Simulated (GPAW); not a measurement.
# CdSe (F-43m) in GPAW: further runs

One crystal, CdSe, is run at these levels: BLYP+D3, C09-vdW, MS2, LDA; tasks: equation of state, band structure.

All numbers are computed with GPAW 26.7.0; they aren't measurements. Logs are shortened: lines on timing, memory, paths and dates and some standing lists are left out, and cuts for length are marked. The log counts tension as positive stress, the text compression.

## (1) Starting point

It takes space group F-43m (No. 216, cubic). Conventional cell: a = 6.141 Å, b = 6.141 Å, c = 6.141 Å, α = 90.00°, β = 90.00°, γ = 90.00°. Cd (site symmetry -43m) has 4 Se at 2.66 Å as nearest neighbours. Se (site symmetry -43m) has 4 Cd at 2.66 Å as nearest neighbours.

Measurements of this composition are mostly on another form, of space group No. 186.

## (2) Equation of state, BLYP+D3

run.py reads:

```python
import spglib
from ase import Atoms
from ase.calculators.mixing import SumCalculator
from ase.eos import EquationOfState
from ase.io import Trajectory, read
from ase.units import GPa
from dftd3.ase import DFTD3
from gpaw import GPAW, PW, setup_paths

setup_paths.insert(0, '.')

atoms = read('CdSe.cif')
cell, positions, numbers = spglib.find_primitive(
    (atoms.cell[:], atoms.get_scaled_positions(), atoms.numbers), symprec=1e-4)
atoms = Atoms(numbers, cell=cell, scaled_positions=positions, pbc=True)

traj = Trajectory('eos.traj', 'w')
volumes, energies = [], []
for x in [0.94, 0.96, 0.98, 1.0, 1.02, 1.04, 1.06]:
    a = atoms.copy()
    a.set_cell(atoms.cell * x**(1 / 3), scale_atoms=True)
    calc = GPAW(mode=PW(600),
                xc='BLYP',
                kpts={'size': (6, 6, 6), 'gamma': True},
                occupations={'name': 'fermi-dirac', 'width': 0.05},
                nbands=18,
                convergence={'density': 1e-05, 'energy': 1e-05},
                eigensolver='davidson',
                maxiter=150,
                txt=f'eos-{x:.2f}.txt')
    a.calc = SumCalculator([calc, DFTD3(method='blyp', damping='d3zero')])
    energies.append(a.get_potential_energy())
    volumes.append(a.get_volume())
    p = -a.get_stress()[:3].mean() / GPa
    calc.write(f'eos-{x:.2f}.gpw')
    traj.write(a)
    print(f'{x:.2f} {volumes[-1]:10.4f} A^3 {energies[-1]:14.6f} eV {p:9.3f} GPa', flush=True)

v0, e0, B = EquationOfState(volumes, energies, eos='birchmurnaghan').fit()
print(f'V0 = {v0:.4f} A^3, E0 = {e0:.6f} eV, B0 = {B / GPa:.2f} GPa')
```

CdSe.cif reads:

```cif
data_CdSe
_cell_length_a 6.14054240
_cell_length_b 6.14054240
_cell_length_c 6.14054240
_cell_angle_alpha 90.00000000
_cell_angle_beta 90.00000000
_cell_angle_gamma 90.00000000
_space_group_name_H-M_alt 'F-43m'
_space_group_name_Hall 'F -4 2 3'
_space_group_IT_number 216
loop_
_space_group_symop_operation_xyz
'x,y,z'
'y,-x,-z'
'-x,-y,z'
'-y,x,-z'
'x,-y,-z'
'y,x,z'
'-x,y,-z'
'-y,-x,z'
'z,x,y'
'-z,y,-x'
'z,-x,-y'
'-z,-y,x'
'-z,x,-y'
'z,y,x'
'-z,-x,y'
'z,-y,-x'
'y,z,x'
'-x,-z,y'
'-y,z,-x'
'x,-z,-y'
'-y,-z,x'
'x,z,y'
'y,-z,-x'
'-x,z,-y'
'x,y+1/2,z+1/2'
'y,-x+1/2,-z+1/2'
'-x,-y+1/2,z+1/2'
'-y,x+1/2,-z+1/2'
'x,-y+1/2,-z+1/2'
'y,x+1/2,z+1/2'
'-x,y+1/2,-z+1/2'
'-y,-x+1/2,z+1/2'
'z,x+1/2,y+1/2'
'-z,y+1/2,-x+1/2'
'z,-x+1/2,-y+1/2'
'-z,-y+1/2,x+1/2'
'-z,x+1/2,-y+1/2'
'z,y+1/2,x+1/2'
'-z,-x+1/2,y+1/2'
'z,-y+1/2,-x+1/2'
'y,z+1/2,x+1/2'
'-x,-z+1/2,y+1/2'
'-y,z+1/2,-x+1/2'
'x,-z+1/2,-y+1/2'
'-y,-z+1/2,x+1/2'
'x,z+1/2,y+1/2'
'y,-z+1/2,-x+1/2'
'-x,z+1/2,-y+1/2'
'x+1/2,y,z+1/2'
'y+1/2,-x,-z+1/2'
'-x+1/2,-y,z+1/2'
'-y+1/2,x,-z+1/2'
'x+1/2,-y,-z+1/2'
'y+1/2,x,z+1/2'
'-x+1/2,y,-z+1/2'
'-y+1/2,-x,z+1/2'
'z+1/2,x,y+1/2'
'-z+1/2,y,-x+1/2'
'z+1/2,-x,-y+1/2'
'-z+1/2,-y,x+1/2'
'-z+1/2,x,-y+1/2'
'z+1/2,y,x+1/2'
'-z+1/2,-x,y+1/2'
'z+1/2,-y,-x+1/2'
'y+1/2,z,x+1/2'
'-x+1/2,-z,y+1/2'
'-y+1/2,z,-x+1/2'
'x+1/2,-z,-y+1/2'
'-y+1/2,-z,x+1/2'
'x+1/2,z,y+1/2'
'y+1/2,-z,-x+1/2'
'-x+1/2,z,-y+1/2'
'x+1/2,y+1/2,z'
'y+1/2,-x+1/2,-z'
'-x+1/2,-y+1/2,z'
'-y+1/2,x+1/2,-z'
'x+1/2,-y+1/2,-z'
'y+1/2,x+1/2,z'
'-x+1/2,y+1/2,-z'
'-y+1/2,-x+1/2,z'
'z+1/2,x+1/2,y'
'-z+1/2,y+1/2,-x'
'z+1/2,-x+1/2,-y'
'-z+1/2,-y+1/2,x'
'-z+1/2,x+1/2,-y'
'z+1/2,y+1/2,x'
'-z+1/2,-x+1/2,y'
'z+1/2,-y+1/2,-x'
'y+1/2,z+1/2,x'
'-x+1/2,-z+1/2,y'
'-y+1/2,z+1/2,-x'
'x+1/2,-z+1/2,-y'
'-y+1/2,-z+1/2,x'
'x+1/2,z+1/2,y'
'y+1/2,-z+1/2,-x'
'-x+1/2,z+1/2,-y'
loop_
_atom_site_label
_atom_site_type_symbol
_atom_site_symmetry_multiplicity
_atom_site_Wyckoff_symbol
_atom_site_fract_x
_atom_site_fract_y
_atom_site_fract_z
_atom_site_occupancy
Cd1 Cd 4 a 0.0000000000 0.0000000000 0.0000000000 1
Se1 Se 4 d 0.2500000000 0.2500000000 0.7500000000 1
```

Potentials or basis: PAW data sets generated in the run's folder for this functional, pw.

Started as:

```console
> gpaw-setup -f BLYP Cd Se
> OMP_NUM_THREADS=1 python run.py
```

Output:

```text
__  _  _
 | _ |_)|_||  |
 |__||  | ||/\| - 26.7.0

Input parameters:
  mode=PW(ecut=600.0),
  convergence={'density': 1e-05, 'energy': 1e-05},
  eigensolver=Davidson(niter=2),
  kpts=MonkhorstPack(size=(6, 6, 6), gamma=True),
  maxiter=150,
  nbands=18,
  occupations=Occupations(name='fermi-dirac', width=0.05),
  xc=XC(name='BLYP')

Diagonalizing LCAO Hamiltonian
Converting LCAO to pw mode

                     Se

       Cd

Atoms  # Å, Bohr magnetons
|   | symbol |        x |        y |        z |    initial magnetic moments |
|---|--------|----------|----------|----------|-----------------------------|
| 0 |     Cd | 0.000000 | 0.000000 | 0.000000 | ( 0.0000,  0.0000,  0.0000) |
| 1 |     Se | 4.511393 | 4.511393 | 4.511393 | ( 0.0000,  0.0000,  0.0000) |

Unit cell  # Å
| periodic |        x |        y |        z |  lengths |    angles |
|----------|----------|----------|----------|----------|-----------|
|      yes | 0.000000 | 3.007595 | 3.007595 | 4.253382 | 60.000000 |
|      yes | 3.007595 | 0.000000 | 3.007595 | 4.253382 | 60.000000 |
|      yes | 3.007595 | 3.007595 | 0.000000 | 4.253382 | 60.000000 |

Number of symmetries: 24
Symmetry operations  # r_c * U_cc + t_c -> r_c
|    | kind |            matrix            |
|----|------|------------------------------|
|  0 |  E   |  1, 0, 0,  0, 1, 0,  0, 0, 1 |
|  1 |  σ   |  1, 0, 0,  0, 0, 1,  0, 1, 0 |
|  2 |  σ   |  1, 0,-1,  0, 1,-1,  0, 0,-1 |
|  3 |  C3  |  1, 0,-1,  0, 0,-1,  0, 1,-1 |
|  4 |  C3  |  1,-1, 0,  0,-1, 1,  0,-1, 0 |
|  5 |  σ   |  1,-1, 0,  0,-1, 0,  0,-1, 1 |
|  6 |  σ   |  0, 1, 0,  1, 0, 0,  0, 0, 1 |
|  7 |  C3  |  0, 1, 0,  0, 0, 1,  1, 0, 0 |
|  8 |  C2  |  0, 1,-1,  1, 0,-1,  0, 0,-1 |
|  9 |  S4  |  0, 1,-1,  0, 0,-1,  1, 0,-1 |
| 10 |  C3  |  0, 0, 1,  1, 0, 0,  0, 1, 0 |
| 11 |  σ   |  0, 0, 1,  0, 1, 0,  1, 0, 0 |
| 12 |  S4  |  0, 0,-1,  1, 0,-1,  0, 1,-1 |
| 13 |  C3  |  0, 0,-1,  0, 1,-1,  1, 0,-1 |
| 14 |  S4  |  0,-1, 1,  1,-1, 0,  0,-1, 0 |
| 15 |  C2  |  0,-1, 1,  0,-1, 0,  1,-1, 0 |
| 16 |  C3  |  0,-1, 0,  1,-1, 0,  0,-1, 1 |
| 17 |  S4  |  0,-1, 0,  0,-1, 1,  1,-1, 0 |
| 18 |  S4  | -1, 1, 0, -1, 0, 1, -1, 0, 0 |
| 19 |  C3  | -1, 1, 0, -1, 0, 0, -1, 0, 1 |
| 20 |  C3  | -1, 0, 1, -1, 1, 0, -1, 0, 0 |
| 21 |  S4  | -1, 0, 1, -1, 0, 0, -1, 1, 0 |
| 22 |  σ   | -1, 0, 0, -1, 1, 0, -1, 0, 1 |
| 23 |  C2  | -1, 0, 0, -1, 0, 1, -1, 1, 0 |

BZ-sampling:
  Number of BZ points: 216
  Number of IBZ points: 16

  Monkhorst-Pack size: [6, 6, 6]
  Monkhorst-Pack shift: [0.08333333333333333, 0.08333333333333333, 0.08333333333333333]

K-points  # in reciprocal-cell coordinates
|     |                                coordinates |     weight |
|-----|--------------------------------------------|------------|
|   0 | (  0.00000000,   0.00000000,   0.00000000) | 0.00462963 |
|   1 | (  0.16666667,   0.16666667,   0.00000000) | 0.02777778 |
|   2 | (  0.16666667,   0.16666667,   0.16666667) | 0.03703704 |
|   3 | (  0.33333333,   0.16666667,   0.16666667) | 0.05555556 |
|   4 | (  0.33333333,   0.33333333,  -0.33333333) | 0.05555556 |
|   5 | (  0.33333333,   0.33333333,   0.00000000) | 0.02777778 |
|   6 | (  0.33333333,   0.33333333,   0.16666667) | 0.11111111 |
|   7 | (  0.33333333,   0.33333333,   0.33333333) | 0.03703704 |
|   8 | (  0.50000000,   0.33333333,  -0.33333333) | 0.11111111 |
|   9 | (  0.50000000,   0.33333333,  -0.16666667) | 0.05555556 |
| ... |                                            |            |
|  15 | (  0.50000000,   0.50000000,   0.50000000) | 0.01851852 |

Plane wave coefficients: 1853
Cutoff: 600.0 eV

Spin-components: 1 (collinear spins)
Bands:           18
Projectors:      11
Spin-degeneracy: 2
Datatype:        complex128

Parallelization:
  kpt:    1
  domain: 1
  band:   1

Density:
  Valence electrons: 18.0
  Components: 1
  Grid points: [25 25 25]
  Charge: 0.0  # |e|

Potential:
  Grid points: [25 25 25]

species:
  Cd:
    name:    Cadmium
    Z:       48.0
    valence: 12
    core:    36
    charge:  0.0  # [|e|]
    compensation charges:
      type: gauss
      rc: 0.38  # [Å]
      lmax: 2
    cutoffs:
      filter: 2.12  # [Å]
      core: 2.62  # [Å]
    projectors
    | kind |    occ | energy [eV] | rcut [Å] |
    |------|--------|-------------|----------|
    |   5s |  2.000 |      -5.646 |    1.191 |
    |   5p |  0.000 |      -1.192 |    1.228 |
    |   4d | 10.000 |     -11.572 |    1.164 |
    |    s |        |      21.565 |    1.191 |
    |    p |        |      26.020 |    1.228 |
    |    d |        |      15.639 |    1.164 |

    Using partial waves for Cd as LCAO basis

  Se:
    name:    Selenium
    Z:       34.0
    valence: 6
    core:    28
    charge:  0.0  # [|e|]
    compensation charges:
      type: gauss
      rc: 0.27  # [Å]
      lmax: 2
    cutoffs:
      filter: 1.77  # [Å]
      core: 2.67  # [Å]
    projectors
    | kind |    occ | energy [eV] | rcut [Å] |
    |------|--------|-------------|----------|
    |   4s |  2.000 |     -17.183 |    0.847 |
    |   4p |  4.000 |      -6.370 |    1.005 |
    |    s |        |      10.028 |    0.847 |
    |    p |        |      20.842 |    1.005 |
    |    d |        |       0.000 |    0.847 |

    Using partial waves for Se as LCAO basis

Reference energy: -218304.526599  # eV

eigensolver:
  Davidson
  Converge bands: occupied
  niter=2

density mixing:
  MSR1-Mixer
  Pratt-step length: 0.05
  Maximum mixing coefficient: 0.75
  Old densities: 10
  SVD Regularization: 0.005
  Good broyden scale: 1.0
  Trust region scale: 1.0
  Backstep threshold: 4.0
  History deletion threshold: 6.0
  Fourier metric: weight=20.0, sigma=0.015

occupation numbers:
  Fermi-Dirac:
    width: 0.0500  # eV

poisson solver:
  ecut: 4800.0  # eV

xc functional:
  name: BLYP with 2 nearest neighbor stencil

convergence criteria:
[... 6 lines left out ...]
|iter     | |      energy | eigst |  dens |
|---------|-|-------------|-------|-------|
|iter:   1| |   -4.890895 | -0.46 |       |
|iter:   2| |   -4.806105 | -2.36 | -1.15 |
|iter:   3| |   -4.499924 | -1.65 | -1.19 |
|iter:   4| |   -4.495454 | -3.26 | -1.76 |
|iter:   5| |   -4.495227 | -3.83 | -2.18 |
|iter:   6| |   -4.495294 | -4.75 | -2.76 |
|iter:   7| |   -4.495299c| -5.70 | -3.59 |
|iter:   8| |   -4.495300c| -6.46 | -4.09 |
|iter:   9| |   -4.495300c| -7.31 | -5.11c|
|iter:  10| |   -4.495300c| -8.00c| -5.38c|

Converged in 10 steps
Energy contributions relative to reference atoms: (reference = -218304.526599)

Energy contributions:
  Kinetic:          28.882772
  Coulomb:         -25.641908
  Zero:              0.027666
  External:          0.000000
  Xc:               -7.763816
  Entropy:          -0.000028
  Spinorbit:         0.000000
  ----------------------------
  Free energy:      -4.495314
  Extrapolated:     -4.495300

dipole moment: (-16.551751, -16.551751, -16.551751)  # |e|*Ang

Fermi level: 4.713
Eigenvalues  # (at kpt = [0.000, 0.000, 0.000])
| band index |      eig [eV] | occ [0-2] |
|------------|---------------|-----------|
|          0 |        -8.456 |     2.000 |
|          1 |        -3.680 |     2.000 |
|          2 |        -3.680 |     2.000 |
|          3 |        -3.680 |     2.000 |
|          4 |        -3.269 |     2.000 |
|          5 |        -3.269 |     2.000 |
[... 10 lines left out ...]
|         16 |        16.630 |     0.000 |
|         17 |        16.630 |     0.000 |

Gap: 0.604 eV
Transition (v -> c):
  (s=0, k=0, n=8, [0.00, 0.00, 0.00]) -> (s=0, k=0, n=9, [0.00, 0.00, 0.00])
No difference between direct/indirect transitions

Stress tensor  # eV/Ang^3
|         x |         y |         z |
|-----------|-----------|-----------|
| -0.048631 |  0.000000 |  0.000000 |
|  0.000000 | -0.048631 |  0.000000 |
|  0.000000 |  0.000000 | -0.048631 |

# Writing to eos-0.94.gpw (mode='')
```

It took 55 s on 1 thread of Arm Neoverse V2, shared host; peak memory 0.25 GiB.

Results:

* Equilibrium volume: 28.64 Å³/atom
* Bulk modulus: 50 GPa
* Pressure derivative of the bulk modulus: 5.9 (rough: it moves with the points fitted)

Energy against volume, from the lowest point:
| volume (Å³/atom) | energy (meV/atom) |
| --- | --- |
| 27.206 | 12.18 |
| 27.784 | 3.88 |
| 28.363 | 0.00 |
| 28.942 | 0.00 |
| 29.521 | 3.45 |
| 30.100 | 9.91 |
| 30.679 | 18.78 |

(Part 1 of 3 ends here.)
